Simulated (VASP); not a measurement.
# Sc: single point with PBEsol

Sc:

```xyz
1
Lattice="0.0000 2.4521 2.4521 2.4521 0.0000 2.4521 2.4521 2.4521 0.0000" Properties=species:S:1:pos:R:3 pbc="T T T"
Sc    0.0000    0.0000    0.0000
```

The cell isn't the ideal one: strain +0.080 along x and y, +0.080 along z, atoms carried along.

| Quantity | Value |
| --- | --- |
| Program | VASP 6.6.1 |
| Task | single point |
| Functional | PBEsol |
| Potentials or basis | VASP PAW PBE potentials, release 64 (Sc_sv) |
| Cutoff | 520 eV |
| k mesh | 18 × 18 × 18 |
| Occupations | gaussian, width 0.15 eV |
| Spin | no spin polarisation |

The pressure is -8.4 GPa. The band gap on the k mesh is none (metal or under the smearing width).

Levels at points of the mesh, in eV from the Fermi level:
```tsv
k point	band 3	band 4	band 5	band 6	band 7	band 8
(0.00, 0.00, 0.00)	-28.29	-28.29	-4.81	1.32	1.32	1.32
(0.50, 0.00, 0.00)	-28.32	-28.32	-1.58	0.01	1.25	1.25
(0.50, 0.50, 0.00)	-28.37	-28.37	-1.20	-0.43	1.42	3.09
```

Wall time 36 s on 1 thread of Intel(R) Xeon(R) 6975P-C (Granite Rapids), with other jobs on the host, peak memory 0.19 GiB.

Caveat: the PAW data sets were made with another functional, which shifts forces and pressure a little.
